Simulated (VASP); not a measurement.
A run of VASP 6.6.1:

INCAR

```
PREC = Accurate ; ENCUT = 980
EDIFF = 1E-6 ; ISMEAR = -1
SIGMA = 0.05 ; LREAL = F
LASPH = T ; NELM = 80
ALGO = Normal ; ISIF = 3
LWAVE = F ; LCHARG = F
GGA = PE ; IBRION = 2
NSW = 60 ; EDIFFG = -0.01
```

File KPOINTS:

```
regular mesh
0
Gamma
  10 10 10
```

File POSCAR:

```
CdO
1.0
    0.0000000000      2.3495000000      2.3495000000
    2.3495000000      0.0000000000      2.3495000000
    2.3495000000      2.3495000000      0.0000000000
Cd O
1 1
Direct
    0.0000000000      0.0000000000      0.0000000000
    0.5000000000      0.5000000000      0.5000000000
```

Potentials or basis: VASP PAW PBE potentials, release 64 (Cd, O_h).

Command:

```console
$ cat potpaw_PBE.64/Cd/POTCAR potpaw_PBE.64/O_h/POTCAR > POTCAR
$ mpirun -np 1 vasp_std > vasp.out
```

Hardware: 1 thread of AMD EPYC 7R13 Processor (Zen 3), on a shared host.

Estimate the wall time of this run.

Wall time 81 s on 1 thread of AMD EPYC 7R13 Processor (Zen 3), on a shared host, peak memory 0.21 GiB. Counts: scf iterations 29, k points 47, ion steps 3.
